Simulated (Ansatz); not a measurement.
# Y (P6_3/mmc) in Ansatz: equation of state

Aim: energy against volume of Y in PBEsol, for its equilibrium volume and stiffness.

All numbers are computed with Ansatz 0.2.0; they aren't measurements. Logs are shortened: lines on timing, memory, paths and dates and some standing lists are left out, and cuts for length are marked.

**1. The structure**

It takes space group P6_3/mmc (No. 194, hexagonal). Conventional cell: a = 3.643 Å, b = 3.643 Å, c = 11.844 Å, α = 90.00°, β = 90.00°, γ = 120.00°. Y (site symmetry -6m2) has 12 Y at 3.63 to 3.64 Å as nearest neighbours. Y (site symmetry -3m) is surrounded by 12 Y at 3.63 to 3.64 Å.

**2. Equation of state, PBEsol**

Potentials or basis: all-electron LAPW, scalar-relativistic.

This step only gathers the single runs of the series.

Results:

```
Equilibrium volume                        : 30.84 Å³/atom (rough: see the caveat)
Bulk modulus at fixed shape and positions : 41 GPa (rough)
```

Energy against volume, from the lowest point:
```
volume (Å³/atom)  energy (meV/atom)
          31.982               0.00
          32.663               7.69
          33.343              18.44
          34.024              31.99
          34.704              48.08
          35.385              66.51
          36.065              87.07
```

Caveat: the minimum lies outside the volumes run; the cell was scaled at fixed shape and fractional positions, which overstates the stiffness of a crystal with free parameters, most of all of layers and chains.
